If a crystal is held at the size it has in nature, does the calculation leave it at rest? The forces on the atoms vanish here by symmetry, so the pressure has to give the answer. A negative pressure means that the calculated crystal would shrink if it were released, and a positive one that it would swell. The comparison is between LDA, which takes the exchange and correlation energy at each point from a uniform electron gas of the same density, and PBEsol, which also uses the gradient of the density.

Ansatz 0.2.0, DFT with LDA (1) and PBEsol (2), for p-block elements in the diamond structure (space group Fd-3m), with the same fixed cell and k mesh for both functionals. Scalar-relativistic, default frozen-core PAW datasets, no spin polarization, 420 eV cutoff, Fermi-Dirac smearing of 0.02 to 0.08 eV, k meshes from 9×9×9 to 20×20×20. Pressure is positive in compression.

```tsv
crystal	space group	largest Z	volume (Å³/atom)	pressure, LDA (1) (GPa)	pressure, PBEsol (2) (GPa)	pressure, (2) less (1) (GPa)
C	227	6	5.672	-13.12	-4.83	8.29
Al	227	13	27.64	-1.84	-0.99	0.85
Si	227	14	20.16	-2.12	-0.51	1.61
Ge	227	32	22.64	-1.28	0.66	1.95
Sn	227	50	34.19	-0.34	0.99	1.34
```

**What the signs say**

LDA gives a negative pressure in every row, and PBEsol gives a higher pressure than LDA in every row. In carbon this looks like a repair, since the pressure rises from −13.1 to −4.8 GPa. In germanium and tin it goes past zero, and tin ends at +0.99 GPa after starting at only −0.34 GPa. Judged by its distance from zero, the gradient correction therefore makes tin worse.

Zero is not quite the right target, however. Real atoms vibrate, even at the lowest temperature, and this motion pushes the crystal outward. The calculation holds the atoms still, so at the measured size a perfect functional would show a slightly negative pressure that the vibrations then cancel. For light, stiff diamond a rough estimate of this zero-point push is 5 GPa, while for germanium and tin it is a few tenths of a GPa at most. In a cell measured at room temperature thermal motion adds to this, little in diamond but probably a few tenths of a GPa more in the softer germanium and tin; the printed estimates leave it out.

This changes the verdict on carbon. PBEsol's remaining negative pressure is about what the absent vibrations would supply, whereas LDA's is more than twice as large and shows real overbinding. The close match for PBEsol should not be pressed, since the zero-point estimate is rough and the convergence of carbon's pressure with the plane-wave cutoff was not tested. In germanium and tin the vibrations would add to a PBEsol pressure that is already positive. There PBEsol binds too weakly.

**From pressure to size**

Gigapascals alone are a poor measure of the error. In the limit of a very stiff crystal, a tiny error in the preferred volume produces a huge pressure; in a very soft one, a large error hardly shows. The link is the bulk modulus $B$, the resistance to compression. Close to the preferred volume $V_0$, where the pressure vanishes, the pressure $P$ at the fixed volume $V$ gives

$$\frac{V_0-V}{V}\approx\frac{P}{B}.$$

Subtracting the LDA relation from the PBEsol one gives the difference between their preferred volumes, $\Delta V_0/V\approx\Delta P/B$, where $\Delta P$ is the last column of the table. The simplest model supposes that this relative difference is the same in every crystal. With rough measured moduli, its mean over carbon, silicon, germanium and tin is 2.2 percent.

Silicon, which is one of the four rows in that mean, serves as a worked case. Its modulus is roughly 98 GPa, so the model predicts $\Delta P\approx0.022\times98\approx2.1$ GPa. The calculation gives 1.61 GPa, so the estimate is about 30 percent too high relative to the computed change. This is the largest relative miss of the four; the printed output below has the others.

The model explains the most striking entry in the table. The pressure change in carbon is about five times that in silicon, but diamond is also about four and a half times as stiff. In relative volume the two crystals respond almost alike, by 1.9 and 1.6 percent. The large number for diamond mainly reflects its stiffness, not an unusually large disagreement between the functionals.

The model fails in a systematic way for the heavier elements. Germanium and tin shift by about 2.6 and 2.5 percent, clearly more than carbon and silicon. Both have a filled d shell beneath the valence electrons, and both come out without a band gap, which for germanium is itself an error of these functionals. The two features occur together here, so the table cannot separate them. The argument of the next section favours the d shell, which widens the zone where core and valence densities overlap, but this has not been tested.

**Why the gradient pushes outward**

Two limits show the direction of the effect. In a perfectly uniform electron gas there is no gradient, and PBEsol reduces to LDA. In well-separated atoms the density falls away steeply into empty space, so its gradient is large compared with the density itself. There PBEsol's exchange energy lies below that of LDA; its correlation energy changes the other way, but by less.

A solid lies between these limits, and stretching it moves it towards the second, though not evenly. Where the relative gradient is weak, PBEsol's correlation correction slightly outweighs its exchange correction, so a growing gradient there raises the PBEsol energy against LDA. The lowering is expected from regions where the relative gradient is already large: the zone where the valence density overlaps the steep edge of the atomic core and, in open structures, the thin tails of density in the empty channels. Stretching thins the smooth valence density in these regions, the relative gradient grows, and on balance the PBEsol energy is expected to fall relative to the LDA energy. Pressure is minus the slope of energy against volume, so this falling difference appears as an extra outward pressure. The argument comes from theory. The table agrees with its direction in every row, but it cannot show which region supplies the push.

Aluminium is a useful control. In this hypothetical diamond structure it is a metal, and PBEsol still raises its pressure, by 0.85 GPa. The outward push therefore does not depend on a band gap. Since this crystal has no natural size to compare with, only the difference between its two pressures is informative.

**Where the repair goes too far**

The failure becomes clear when LDA's error is set beside the correction. At the measured size, LDA would shrink carbon by about 3.0 percent in volume, germanium by 1.7 and tin by only 0.6. Part of carbon's figure, and perhaps most of tin's, belongs to the absent vibrations, but the order remains the same when they are allowed for. The correction does not fade in the same way: it is larger in germanium and tin than in carbon.

A correction that stays near 2 percent suits an error of similar size and overshoots a small one. PBEsol would accordingly expand germanium by about 0.9 percent and tin by 1.9 percent. For tin that is roughly 0.6 percent in each direction, enough to matter if the calculated cell is used to predict a density. Some of tin's error may come from the neglect of spin–orbit coupling, and both functionals use atomic data files made for a third, PBE; neither influence has been tested here.

Silicon shows how easily such a verdict can be spoiled. Its cell is about 0.7 percent larger in volume than the measured one, which lowers the pressure by roughly 0.7 GPa. That is as large as the whole PBEsol pressure of −0.51 GPa, so its sign can't be used to judge the functional. The difference between the two functionals is much safer, because both were run in the same cell.

For a neighbouring crystal of this kind, a first guess for the change from LDA to PBEsol is 2 percent of the bulk modulus, with an uncertainty of about a third. To judge either functional, take the pressure at a carefully measured cell, add the outward push of the vibrations, and divide by the bulk modulus. A clearly negative result points to overbinding and a clearly positive one to underbinding, and its size tells how far the predicted volume will be off.

Output of the analysis:

```
Preferred volume, PBEsol above LDA, C (percent): 1.884
Preferred volume, PBEsol above LDA, Si (percent): 1.643
Preferred volume, PBEsol above LDA, Ge (percent): 2.6
Preferred volume, PBEsol above LDA, Sn (percent): 2.528
Mean of these four shifts (percent): 2.164
Pressure change from the mean shift, C (GPa): 9.521
Pressure change from the mean shift, Si (GPa): 2.121
Pressure change from the mean shift, Ge (GPa): 1.623
Pressure change from the mean shift, Sn (GPa): 1.147
Ratio of pressure changes, C to Si: 5.149
Ratio of bulk moduli, C to Si: 4.49
Volume change wanted by LDA, C (percent): -2.982
Volume change wanted by PBEsol, C (percent): -1.098
Volume change wanted by LDA, Ge (percent): -1.707
Volume change wanted by PBEsol, Ge (percent): 0.88
Volume change wanted by LDA, Sn (percent): -0.6415
Volume change wanted by PBEsol, Sn (percent): 1.868
Size of PBEsol pressure over size of LDA pressure, Sn: 2.912
Zero-point pressure, order of magnitude, C (GPa): 5.084
Zero-point pressure, order of magnitude, Ge (GPa): 0.2477
Zero-point pressure, order of magnitude, Sn (GPa): 0.09372
Pressure lowering from the oversized Si cell, rough (GPa): 0.686
```
